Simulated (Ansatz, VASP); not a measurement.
One calculation of ZnS (Wurtzite-2H), two programs

```
Zn S
1.0
     3.78542    0.00000    0.00000
    -1.89271    3.27827    0.00000
     0.00000    0.00000    6.19216
Zn S
2 2
Direct
  0.66667 0.33333 0.50000
  0.33333 0.66667 0.00000
  0.66667 0.33333 0.88500
  0.33333 0.66667 0.38500
```

Change from the starting cell: volume scaled by 0.98.

Alike in both runs: task single point; functional LDA; k mesh 8 × 8 × 5; occupations fermi-dirac, width 0.05 eV; no spin polarisation.

|  | VASP | Ansatz |
| --- | --- | --- |
| version | VASP 6.6.1 | Ansatz 0.2.0 |
| potentials or method | VASP PAW LDA potentials, release 64 (Zn, S), cutoff 520 eV | all-electron LAPW, scalar-relativistic |

VASP gave:

| Quantity | Value |
| --- | --- |
| gap on the k mesh at the Fermi level (eV) | 2.12 |
| least direct gap on the mesh (eV) | 2.12 |
| pressure (GPa) | -2.2 |
| largest component of the traceless stress (GPa) | 1.23 |
| rms of the force components (eV/Å) | 0.186 |

Task: Estimate Ansatz's values.

Result: gap on the k mesh at the Fermi level (eV): 2.09; least direct gap on the mesh (eV): 2.09; pressure (GPa): -2.4; largest component of the traceless stress (GPa): 1.20; rms of the force components (eV/Å): 0.184.

Atom by atom the forces differ by 0.002 eV/Å (rms over components). Ansatz ran all-electron here, so the differences hold the error of VASP's frozen core and of both bases.
